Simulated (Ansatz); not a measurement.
Crystal: CoO.

```
Co O
1.0
     0.00000    2.13150    2.13150
     2.13150    0.00000    2.13150
     2.13150    2.13150    0.00000
Co O
1 1
Direct
  0.00000 0.00000 0.00000
  0.50000 0.50000 0.50000
```

```yaml
Program: Ansatz 0.2.0
Task: relaxation of cell and atoms
Functional: PBEsol
Potentials_or_basis: all-electron LAPW, scalar-relativistic
Basis_error_allowed: 0.001 eV/atom
k_mesh: 11 × 11 × 11
Occupations: fermi-dirac, width 0.05 eV
Spin: collinear spin, ferromagnetic start
Starting_moments: "[2.0, 0.0] μB"
```

At the start: volume 9.68 Å³/atom.

Q: How do energy, volume and symmetry change on relaxing?

A: Over 5 steps the energy falls by 21.7 meV/atom and the volume is 9.07 Å³/atom (-6.3 %); space group Fm-3m (No. 225, to 0.05 Å); moment 2.80 μB per cell.

The path:
```tsv
step	energy change (eV)	largest force (eV/Å)	volume (Å³)
1	0.0000	0.0000	19.37
2	-0.0323	0.0000	18.75
3	-0.0434	0.0000	18.09
4	-0.0435	0.0000	18.15
5	-0.0435	0.0000	18.15
```

Final structure:
```cif
data_structure
_symmetry_space_group_name_H-M 'P 1'
_symmetry_Int_Tables_number 1
_cell_length_a 2.9497
_cell_length_b 2.9497
_cell_length_c 2.9497
_cell_angle_alpha 60.000
_cell_angle_beta 60.000
_cell_angle_gamma 60.000
_cell_volume 18.15
loop_
_atom_site_label
_atom_site_type_symbol
_atom_site_fract_x
_atom_site_fract_y
_atom_site_fract_z
_atom_site_occupancy
Co1 Co 0.00000 0.00000 0.00000 1
O1 O 0.50000 0.50000 0.50000 1
```

Caveat: a cell with one magnetic atom can't hold antiferromagnetic order, which such compounds often take.
